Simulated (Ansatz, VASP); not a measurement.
Two plane-wave programs on HfB

```
Hf B
1.0
     0.00000    2.41688    2.41688
     2.41688    0.00000    2.41688
     2.41688    2.41688    0.00000
Hf B
1 1
Direct
  0.50000 0.50000 0.50000
  0.00000 0.00000 0.00000
```

Alike in both runs: task single point; functional PBE; k mesh 16 × 16 × 16; occupations gaussian, width 0.15 eV; no spin polarisation.

|  | VASP | Ansatz |
| --- | --- | --- |
| version | VASP 6.6.1 | Ansatz 0.2.0 |
| potentials or method | VASP PAW PBE potentials, release 64 (Hf_pv, B) | scalar-relativistic, plane waves, PAW |
| plane-wave cutoff (eV) | 520 | 520 |
| valence electrons in the cell | 13 | 29 |

```csv
,VASP,Ansatz,Ansatz less VASP
gap on the k mesh at the Fermi level (eV),none,none,-
pressure (GPa),0.1,0.0,-0.11
```

A gap of «none» marks a metal or a gap that the smearing closes. The two sets of potentials don't hold the same shells in valence.

The runs have no spin-orbit coupling, so splittings on Hf are missing.
